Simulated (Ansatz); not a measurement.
# ZnO: band gap under strain

Aim: follow the gap of ZnO built on the wurtzite prototype through these states: no strain; +0.5 % biaxial strain in x and y, free along z; -1.0 % equal strain in all directions. The table at the end shows which levels were run.

Code: Ansatz 0.2.0. PAW datasets, plane waves. (Simulation; spin polarisation is off.)

### Step 1. The cell

The unstrained cell was relaxed with r2SCAN; in each strained cell the atoms were relaxed again with r2SCAN. Names of k-points are those of the unstrained zone, where strain can split equivalent points. First state: no strain.

The symmetry is P6_3mc (No. 186, hexagonal); a = 3.235 Å, c = 5.211 Å in the conventional setting, 11.81 Å³ an atom. Zn has 4 O at 1.97–1.98 Å; O has 4 Zn at 1.97–1.98 Å.

The structure in full:

```
Zn O
1.0
     3.23534    0.00000    0.00000
    -1.61767    2.80189    0.00000
     0.00000    0.00000    5.21095
Zn O
2 2
Direct
  0.33333 0.66667 0.99765
  0.66667 0.33333 0.49765
  0.33333 0.66667 0.37735
  0.66667 0.33333 0.87735
```

### Step 2. No strain: PBE

input.yaml reads:

```yaml
crystal:
  lattice:
    - [3.2353408696, 0.0, 0.0]
    - [-1.6176704348, 2.801887383, 0.0]
    - [0.0, 0.0, 5.2109518453]
  atoms:
    - { symbol: Zn, position: [0.3333333333, 0.6666666667, -0.0023477531] }
    - { symbol: Zn, position: [0.6666666667, 0.3333333333, 0.4976522469] }
    - { symbol: O, position: [0.3333333333, 0.6666666667, 0.3773477531] }
    - { symbol: O, position: [0.6666666667, 0.3333333333, 0.8773477531] }
kpoints:
  mp_grid: { grid: [12, 12, 6] }
  band_path:
    path:
      - [0.0, 0.0, 0.0]
      - [0.5, 0.0, 0.0]
      - [0.3333333333, 0.3333333333, 0.0]
      - [0.0, 0.0, 0.5]
      - [0.5, 0.0, 0.5]
      - [0.3333333333, 0.3333333333, 0.5]
    npoints: 1
hamiltonian:
  xc: pbe
scf:
  occupations: { method: fermi_dirac, width: 0.02 }
  n_extra_bands: 5
output:
  forces: true
  stress: true
  eigenvalues: true
```

Further steps of the session: No strain: r2SCAN; No strain: HSE06; +0.5 % biaxial strain in x and y, free along z: PBE; +0.5 % biaxial strain in x and y, free along z: r2SCAN; +0.5 % biaxial strain in x and y, free along z: HSE06; -1.0 % equal strain in all directions: PBE; -1.0 % equal strain in all directions: r2SCAN; -1.0 % equal strain in all directions: HSE06.

Q: Predict the outcome of this session.

As calculated:

Least gap in eV (negative: overlap), with the change from the unstrained cell in brackets:

| state | volume change (%) | PBE | r2SCAN | HSE06 |
| --- | --- | --- | --- | --- |
| no strain | +0.0 | 0.81 | 1.24 | 2.53 |
| +0.5 % biaxial strain in x and y, free along z | +0.5 | 0.81 (+0.00) | 1.24 (+0.00) | 2.53 (+0.00) |
| -1.0 % equal strain in all directions | -3.0 | 0.85 (+0.04) | 1.28 (+0.04) | 2.60 (+0.07) |

**Reading.** The largest move of the HSE06 gap in the table is +0.066 eV, under -1.0 % equal strain in all directions. PBE and HSE06 differ by 1.72 eV on the unstrained gap, and by at most 0.02 eV on its change: the two disagree on the size of the gap but agree on its response to strain.
